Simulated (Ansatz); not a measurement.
## LiCl: course of a relaxation

Theory: DFT PBEsol, scalar-relativistic, plane waves, PAW in Ansatz. Settings: 420 eV cutoff, 8×8×8 k-mesh, Gaussian smearing of 0.02 eV, no spin polarisation.

What was changed in CsI: Cs → Li, I → Cl on all its sites, cell and atoms relaxed.

Input:

```yaml
crystal:
  lattice:
    - [0.0, 2.694402443, 2.694402443]
    - [2.694402443, 0.0, 2.694402443]
    - [2.694402443, 2.694402443, 0.0]
  atoms:
    - { symbol: Li, position: [0.0, 0.0, 0.0] }
    - { symbol: Cl, position: [0.5, 0.5, 0.5] }
basis:
  ecutwfc: 420
kpoints:
  mp_grid: { grid: [8, 8, 8] }
hamiltonian:
  xc: pbesol
scf:
  occupations: { method: gaussian, width: 0.02 }
output:
  forces: true
  stress: true
  eigenvalues: true
relax:
  adjacent_minimum: "off"
  f_tol: 0.01
  max_steps: 60
  cell: { stress_tol: 0.1 }
```

F is the free energy. Steps run on the plane waves of an earlier cell, but the last one, and at times one on the way, on a freshly chosen basis, so a repeated geometry can differ a little in energy.

Steps:

```csv
step,F − F(1) (eV),largest force component (eV/Å),V (Å³/atom),P (GPa)
1,0.0000,0.000,19.561,-4.36
2,-0.1006,0.000,16.945,-1.37
3,-0.1060,0.000,15.969,0.60
4,-0.1069,0.000,16.254,-0.04
5,-0.1068,0.000,16.254,-0.04
```

Relaxed structure:

```cif
data_structure
_symmetry_space_group_name_H-M 'P 1'
_symmetry_Int_Tables_number 1
_cell_length_a 3.5824
_cell_length_b 3.5824
_cell_length_c 3.5824
_cell_angle_alpha 60.000
_cell_angle_beta 60.000
_cell_angle_gamma 60.000
_cell_volume 32.51
loop_
_atom_site_label
_atom_site_type_symbol
_atom_site_fract_x
_atom_site_fract_y
_atom_site_fract_z
_atom_site_occupancy
Li1 Li 0.00000 0.00000 0.00000 1
Cl1 Cl 0.50000 0.50000 0.50000 1
```

Symmetry: Fm-3m, No. 225, cubic system. The conventional cell has a = 5.066 Å, b = 5.066 Å, c = 5.066 Å, α = 90.00°, β = 90.00°, γ = 90.00°. Li (site symmetry m-3m) has 6 Cl at 2.53 Å as nearest neighbours. Cl (site symmetry m-3m) has 6 Li at 2.53 Å as nearest neighbours.

The run converged. The run took roughly 4 core-seconds.